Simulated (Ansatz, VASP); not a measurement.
# Two plane-wave programs on GaN

```xyz
2
Lattice="-0.0213 2.1341 2.1341 2.1341 -0.0213 2.1341 2.1128 2.1128 0.0000" Properties=species:S:1:pos:R:3 pbc="T T T"
Ga    0.0000    0.0000    0.0000
N     2.1128    2.1128    2.1341
```

Change from the starting cell: xy shear strain of -2 %, PAW files.

Alike in both runs: task electric field gradients; functional PBE; k mesh 13 × 13 × 13; occupations fermi-dirac, width 0.05 eV; no spin polarisation.

```csv
,VASP,Ansatz
version,VASP 6.6.1,Ansatz 0.2.0
potentials or method,"VASP PAW PBE potentials, release 64 (Ga_d, N)","PAW with Ansatz's default frozen-core files, scalar-relativistic"
plane-wave cutoff (eV),520,420
valence electrons in the cell,18,18
```

```csv
,VASP,Ansatz,Ansatz less VASP
pressure (GPa),0.8,0.0,-0.77
largest component of the traceless stress (GPa),4.10,4.11,+0.006
Vzz of the field gradient on the site that differs most (V/Å²),1.8,2.8,+0.97
```
